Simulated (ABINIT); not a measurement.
Runs of ABINIT 10.8.3 (patched build) on Ta. Symmetry: Im-3m, No. 229, cubic system. Conventional cell: a = 3.303 Å, b = 3.303 Å, c = 3.303 Å, α = 90.00°, β = 90.00°, γ = 90.00°. Ta (site symmetry m-3m) has 8 Ta at 2.86 Å as nearest neighbours. 

```csv
task,level,potentials or basis,cell,cutoff (eV),fine-grid cutoff,gap on the mesh (eV),pressure (GPa),V0 of scaled cells (Å³/atom),B0 (GPa)
single point,PBEsol,PseudoDojo NC SR PBEsol v0.4.1 standard,as given,789,-,none,-4.2,-,-
single point,PBEsol,PseudoDojo NC SR PBEsol v0.4.1 standard,cell strained at random at fixed volume,789,-,none,-3.8,-,-
equation of state,PBEsol,PseudoDojo NC SR PBEsol v0.4.1 standard,as given,789,-,-,-,(a),(b)
equation of state,r2SCAN,JTH PAW PBE v2.0,as given,626,1224.51 eV,-,-,18.04,199
```

Alike in all rows: no spin polarisation; k mesh 11 × 11 × 11; smearing fermi-dirac 0.05 eV.

Task: Estimate the missing entries.

Result: (a) 17.64; (b) 212.

Caveats: pressures at fixed basis lie under the slope of the energies (some runs); the PAW data sets were made with another functional, which shifts forces and pressure a little (some runs).

A k mesh can miss the band edges, and the runs leave out spin-orbit coupling on Ta.

A gap of «none» marks a metal or a gap under the smearing width.
